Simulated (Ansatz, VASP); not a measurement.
## GaSb in two plane-wave programs

Wanted: the spread between two codes on one cell, functional and k mesh.

Program: Ansatz 0.2.0. Level of theory: plane waves, with VASP 6.6.1 beside it; single point at PBEsol. Results are calculated unless marked as measured.

The database entry behind the starting cell differs from later determinations by our own check (about 0.4 % long), so it need not match the best structure at ambient conditions.

### 1. The starting structure

The structure is cubic, space group F-43m (No. 216). Conventional cell: a = 6.118 Å, b = 6.118 Å, c = 6.118 Å, α = 90.00°, β = 90.00°, γ = 90.00°. Nearest to Sb lie 4 Ga at 2.65 Å. Ga has 4 Sb at 2.65 Å nearest. Farther neighbours are not listed.

### 2. Ansatz: single point, PBEsol

Ansatz runs on its default PAW (the set named soft_2) files.

With cell and atoms fixed, the geometry can't cause a difference; cores, projectors, grids and the points listed under the comparison can.

Input file input.yaml:

```yaml
crystal:
  lattice:
    - [0.0, 6.118, 6.118]
    - [6.118, 0.0, 6.118]
    - [6.118, 6.118, 0.0]
  atoms:
    - { symbol: Sb, position: [0.375, 0.375, 0.375] }
    - { symbol: Sb, position: [0.375, 0.375, 0.875] }
    - { symbol: Sb, position: [0.375, 0.875, 0.375] }
    - { symbol: Sb, position: [0.375, 0.875, 0.875] }
    - { symbol: Sb, position: [0.875, 0.375, 0.375] }
    - { symbol: Sb, position: [0.875, 0.375, 0.875] }
    - { symbol: Sb, position: [0.875, 0.875, 0.375] }
    - { symbol: Sb, position: [0.875, 0.875, 0.875] }
    - { symbol: Ga, position: [0.0, 0.0, 0.0] }
    - { symbol: Ga, position: [0.0, 0.0, 0.5] }
    - { symbol: Ga, position: [0.0, 0.5, 0.0] }
    - { symbol: Ga, position: [0.0, 0.5, 0.5] }
    - { symbol: Ga, position: [0.5, 0.0, 0.0] }
    - { symbol: Ga, position: [0.5, 0.0, 0.5] }
    - { symbol: Ga, position: [0.5, 0.5, 0.0] }
    - { symbol: Ga, position: [0.5, 0.5, 0.5] }
hamiltonian:
  xc: pbesol
  pseudopotentials: { kind: paw }
kpoints:
  mp_grid: { grid: [2, 2, 2] }
scf:
  occupations: { method: gaussian, width: 0.05 }
  n_extra_bands: 8
output:
  forces: true
  stress: true
  eigenvalues: true
  write_density: true
  write_potential: true
  elf: true
  volumetric_format: npy
```

Run with:

```bash
> ansatz run input.yaml --threads 4 --pin off --max-ram 9216MiB --backend cpu --events-out ev --progress --plain --runs-dir out
```

Numbers of over 12 decimals in the logs are rounded to 6 here.

Log:

```text
scf.n_extra_bands = 8 over 112 filled bands (N_el = 224.0): the run solves 120 bands
Engine: ansatz 0.2.0, aarch64-unknown-linux-gnu
Pseudopotentials: kind: paw
Pseudopotential: Sb, paw, valence charge 15, recommended cutoff 420 eV (normal), Sb.paw.azcp
Pseudopotential: Ga, paw, valence charge 13, recommended cutoff 420 eV (normal), Ga.paw.azcp
Functional definition: PBEsol
  exchange = pbesol_x
  correlation = pbesol_c
Crystal: 16 atoms, lattice volume = 457.993 Å³
Basis set: ecut = 420 eV, 8873 PW (Γ), exchange–correlation on 120×120×120 points (8 copies of the dense FFT grid, shifted against one another)
Bands: 120, of which v1, the nominal top of the filled ones, is band 112 counted from 1 (111 counted from 0)
Symmetry: 192 space group operations
Space group: F-43m (ITA 216), of the structure as read, at distance tolerance 7.7e-5 Å
k-points: 3 of 8
Non-local potential: Sb, projectors of the file, l = 0: 2, l = 1: 2, l = 2: 2, l = 3: 2
Non-local potential: Ga, projectors of the file, l = 0: 2, l = 1: 2, l = 2: 3, l = 3: 1
PAW form: soft (Blöchl's): semilocal exchange-correlation on the pseudo side does not see the compensation charge
PAW frozen core: Sb, regenerated for the run's functional, and the local potential with it (the file was generated under x = pbe(κ = 0.804, μ = 0.219515), c = pbe(β = 0.066725))
PAW frozen core: Ga, regenerated for the run's functional, and the local potential with it (the file was generated under x = pbe(κ = 0.804, μ = 0.219515), c = pbe(β = 0.066725))
PAW one-centre angular grid: Sb, 590 points (default); XC on 64 Gauss nodes
PAW one-centre angular grid: Ga, 590 points (default); XC on 64 Gauss nodes
Initial density: superposition of atomic densities (neutral atoms: chi_scale 0, normalization atom), corrected by the library's trained network
Initial wavefunctions: pseudopotential atomic-orbital guess
Functional: x = pbesol(κ = 0.804, μ = 0.123457), c = pbesol(β = 0.046)
SCF iter   1: F=—  HF=-81210.674654 eV  |F-HF|=—  |Δ(HF+E_count)|=         —  Δρ=1.60e-3  dr2=6.49e-3  ethr=1.77e-3  ⟨swp⟩=6.0  Hψ=1360  notcnv=0
preconditioner: auto → LDOS  [insulator: Δε(μ)=0.338 eV  Ē_g=11.959 eV  σ=0.050 eV  W_gap=0.71  n_scr=112 (ndim 8)  ℏωp=20.8 eV  f_vac=0.091  D(μ)=8.79/eV (n_scr^D=58)  ε∞_Penn≈4.0  β→1.0]
SCF iter   2: F=—  HF=-81210.655861 eV  |F-HF|=—  |Δ(HF+E_count)|=   1.88e-2  Δρ=7.09e-4  dr2=1.77e-3  ethr=2.90e-6  ⟨swp⟩=2.0  Hψ=793  notcnv=0  defer=6
SCF iter   3: F=—  HF=-81210.654187 eV  |F-HF|=—  |Δ(HF+E_count)|=   1.67e-3  Δρ=5.01e-4  dr2=5.94e-4  ethr=7.92e-7  ⟨swp⟩=2.0  Hψ=690  notcnv=0  defer=6
SCF iter   4: F=—  HF=-81210.653757 eV  |F-HF|=—  |Δ(HF+E_count)|=   4.30e-4  Δρ=1.20e-4  dr2=3.32e-5  ethr=2.65e-7  ⟨swp⟩=2.0  Hψ=538  notcnv=0  defer=6
SCF iter   5: F=—  HF=-81210.653826 eV  |F-HF|=—  |Δ(HF+E_count)|=   6.93e-5  Δρ=9.57e-6  dr2=3.14e-7  ethr=1.48e-8  ⟨swp⟩=2.0  Hψ=690  notcnv=0  defer=6
SCF iter   6: F=-81210.653826 eV  HF=-81210.653826 eV  |F-HF|=1.86e-9  |Δ(HF+E_count)|=   1.41e-7  Δρ=2.50e-6  dr2=2.07e-8  ethr=4.46e-11  ⟨swp⟩=12.0  Hψ=2610  notcnv=0
SCF 1 converged in 6 iterations: F = -81210.653826 eV  dr2 = 2.07e-8
  greatest PAW one-centre occupation: 0.996 electrons in one spin orbital (limit 2), on the Sb atom at site 7 (counted from 0), in its partial waves of l = 2
SCF converged after 6 iterations
Free energy (F): -81210.653826 eV
Harris-Foulkes:  -81210.653826 eV  (|F-HF|=1.86e-9)
Internal energy: -81210.643050 eV  (E = F + TS)
E sigma→0 (E₀):  -81210.648438 eV
Entropy (-TS):   -0.010775 eV (-0.673 meV/atom)
Fermi energy:    7.623024 eV
--- Per-component energies (eV) ---
  E_band       = -2104.254491
  E_kinetic    = 2592.743956
  E_local      = -31349.440709  (includes V_loc(G=0)·N_el)
  E_nonlocal   = 6324.253060
  E_hartree    = 14410.894203
  E_xc         = -1646.469355
  E_vxc        = -1236.127126  (∫ρ·V_xc dr)
  E_paw        = -51600.828993  (= ΣΔE_a)
  E_vpaw       = -7257.455785  (= ΣTr[D̂ρ^β])
  E_aug_tail   = -0.000788  (compensation charges beyond the density's cutoff)
  E_ewald      = -19951.353104
  E_core_change = 9.558679  (= ΣΔE_core)
  E_smearing   = -0.010775  (= −TS)
  E_closure    = 0.000000  (closes the sum)
  Σ components = -81210.653826   (vs F -81210.653826, Δ=0.00e0)
--- Forces (eV/Å), atoms counted from 1 ---
  atom   1  Sb     0.00000000    -0.00000000     0.00000000
  atom   2  Sb     0.00000000    -0.00000000     0.00000000
  atom   3  Sb     0.00000000    -0.00000000     0.00000000
  atom   4  Sb     0.00000000    -0.00000000    -0.00000000
  atom   5  Sb     0.00000000     0.00000000    -0.00000000
  atom   6  Sb     0.00000000     0.00000000    -0.00000000
  atom   7  Sb     0.00000000    -0.00000000     0.00000000
  atom   8  Sb     0.00000000     0.00000000    -0.00000000
  atom   9  Ga    -0.00000000     0.00000000    -0.00000000
  atom  10  Ga    -0.00000000     0.00000000     0.00000000
  atom  11  Ga    -0.00000000     0.00000000     0.00000000
  atom  12  Ga    -0.00000000     0.00000000     0.00000000
  atom  13  Ga    -0.00000000     0.00000000    -0.00000000
  atom  14  Ga    -0.00000000     0.00000000    -0.00000000
  atom  15  Ga    -0.00000000     0.00000000    -0.00000000
  atom  16  Ga    -0.00000000     0.00000000    -0.00000000
  max |Σ_I F_I| component: 1.67e-16 eV/Å
--- Stress (GPa, compression-positive) ---
        0.538042      -0.000000       0.000000
       -0.000000       0.538042      -0.000000
        0.000000       0.000000       0.538042
  P = ⅓ Tr σ = 0.5380 GPa (5.380 kbar)
--- Band table (eV) ---
  k-point 0: bands = [... 108 lower, 6.4456, 7.5778, 7.6045, 7.6045, 7.6045, 7.9410, 7.9410, 7.9410, ... 4 higher]
  k-point 1: bands = [... 108 lower, 6.8986, 6.8986, 6.8986, 6.8986, 8.3516, 8.3516, 9.1318, 9.1318, ... 4 higher]
  k-point 2: bands = [... 108 lower, 6.3718, 6.3718, 6.3718, 6.3718, 8.7942, 8.7942, 9.5468, 9.5468, ... 4 higher]
```

Run time: 2.9 s. Hardware: 4 threads of Arm Neoverse V2, shared host; peak memory 1.1 GiB.

The run ends at a pressure of 0.54 GPa.

### 3. VASP: single point, PBEsol

The same cell, functional, mesh and smearing now go to VASP, with its own data sets and cutoff.

Lines of VASP's logs that name or quote its potential files are left out, and so is its time.

Input file INCAR:

```
SYSTEM = GaSb
PREC = Accurate
ENCUT = 400
EDIFF = 1E-06
NELM = 100
ISMEAR = 0
SIGMA = 0.05
LREAL = .FALSE.
ALGO = Normal
GGA = PS
NBANDS = 89
LWAVE = .FALSE.
LCHARG = .FALSE.
NCORE = 8
ICORELEVEL = 1
```

Input file POSCAR:

```
GaSb
1.0
    0.0000000000      6.1180000000      6.1180000000
    6.1180000000      0.0000000000      6.1180000000
    6.1180000000      6.1180000000      0.0000000000
Sb Sb Ga
1 7 8
Direct
    0.3750000000      0.3750000000      0.3750000000
    0.3750000000      0.3750000000      0.8750000000
    0.3750000000      0.8750000000      0.3750000000
    0.3750000000      0.8750000000      0.8750000000
    0.8750000000      0.3750000000      0.3750000000
    0.8750000000      0.3750000000      0.8750000000
    0.8750000000      0.8750000000      0.3750000000
    0.8750000000      0.8750000000      0.8750000000
    0.0000000000      0.0000000000      0.0000000000
    0.0000000000      0.0000000000      0.5000000000
    0.0000000000      0.5000000000      0.0000000000
    0.0000000000      0.5000000000      0.5000000000
    0.5000000000      0.0000000000      0.0000000000
    0.5000000000      0.0000000000      0.5000000000
    0.5000000000      0.5000000000      0.0000000000
    0.5000000000      0.5000000000      0.5000000000
```

Input file KPOINTS:

```
Automatic mesh
0
Gamma
2 2 2
0 0 0
```

Potentials, in the order of the species: Sb, Sb and Ga_d (PBE family, release 64).

Run with:

```bash
> mpirun -np 8 vasp_std
```

Log:

```text
[banner, memory and clock lines left out]
running    8 mpi-ranks, on    1 nodes
 distrk:  each k-point on    8 cores,    1 groups
 distr:  one band on    8 cores,    1 groups

 POSCAR found type information on POSCAR SbSbGa
 POSCAR found :  3 types and      16 ions
|                                                                             |
|           W    W    AA    RRRRR   N    N  II  N    N   GGGG   !!!           |
|           W    W   A  A   R    R  NN   N  II  NN   N  G    G  !!!           |
|           W    W  A    A  R    R  N N  N  II  N N  N  G       !!!           |
|           W WW W  AAAAAA  RRRRR   N  N N  II  N  N N  G  GGG   !            |
|           WW  WW  A    A  R   R   N   NN  II  N   NN  G    G                |
|           W    W  A    A  R    R  N    N  II  N    N   GGGG   !!!           |
|                                                                             |
|     For optimal performance we recommend to set                             |
|       NCORE = 2 up to number-of-cores-per-socket                            |
|     NCORE specifies how many cores store one orbital (NPAR=cpu/NCORE).      |
|     This setting can greatly improve the performance of VASP for DFT.       |
|     The default, NCORE=1 might be grossly inefficient on modern             |
|     multi-core architectures or massively parallel machines. Do your        |
|     Unfortunately you need to use the default for GW and RPA                |
|     calculations (for HF NCORE is supported but not extensively tested      |
|     yet).                                                                   |
|                                                                             |

|                                                                             |
|               ----> ADVICE to this user running VASP <----                  |
|                                                                             |
|     You enforced a specific xc type in the INCAR file but a different       |
|     [... a line on the potential file left out ...]
|     I HOPE YOU KNOW WHAT YOU ARE DOING!                                     |
|                                                                             |

 LDA part: xc-table for (Slater+PW92), standard interpolation
 POSCAR, INCAR and KPOINTS ok, starting setup
 FFT: planning ... GRIDC
 FFT: planning ... GRID_SOFT
 FFT: planning ... GRID
 WAVECAR not read
 entering main loop
       N       E                     dE             d eps       ncg     rms          rms(c)
DAV:   1     0.121962006147E+04    0.12196E+04   -0.52267E+04   566   0.175E+03
DAV:   2     0.160402398054E+03   -0.10592E+04   -0.10185E+04   590   0.491E+02
DAV:   3    -0.470259090418E+02   -0.20743E+03   -0.19618E+03   620   0.164E+02
DAV:   4    -0.635972522385E+02   -0.16571E+02   -0.16016E+02   652   0.459E+01
DAV:   5    -0.645036785423E+02   -0.90643E+00   -0.90293E+00   763   0.112E+01    0.916E+00
DAV:   6    -0.638165198485E+02    0.68716E+00   -0.11062E+00   772   0.751E+00    0.537E+00
DAV:   7    -0.635884147665E+02    0.22811E+00   -0.56743E-01   626   0.268E+00    0.953E-01
DAV:   8    -0.635940651303E+02   -0.56504E-02   -0.88282E-02   580   0.193E+00    0.254E-01
DAV:   9    -0.635976670945E+02   -0.36020E-02   -0.13574E-02   674   0.776E-01    0.104E-01
DAV:  10    -0.635978198381E+02   -0.15274E-03   -0.14366E-03   619   0.455E-01    0.449E-02
DAV:  11    -0.635979182399E+02   -0.98402E-04   -0.43344E-04   658   0.228E-01    0.161E-02
DAV:  12    -0.635979627202E+02   -0.44480E-04   -0.21237E-04   600   0.138E-01    0.809E-03
DAV:  13    -0.635979678264E+02   -0.51062E-05   -0.61652E-05   634   0.744E-02    0.335E-03
DAV:  14    -0.635979705831E+02   -0.27567E-05   -0.19474E-05   538   0.436E-02    0.150E-03
DAV:  15    -0.635979711356E+02   -0.55246E-06   -0.68003E-06   438   0.277E-02
   1 F= -.63597971E+02 E0= -.63592443E+02  d E =-.110566E-01
```

[end of part 1 of 2]

[Lines on the potential files, build, host, timing and source positions are cut from VASP's logs without a mark.]

[Logs are printed without paths, hosts, clocks, repeated set-up lines and the standing remarks that a program may print on its own settings, such as how far it seeks lower states.]

[Hosts, paths, dates, database ids (printed as entryN), source tags and the programs' standing remarks are cut or masked in the printed files.]
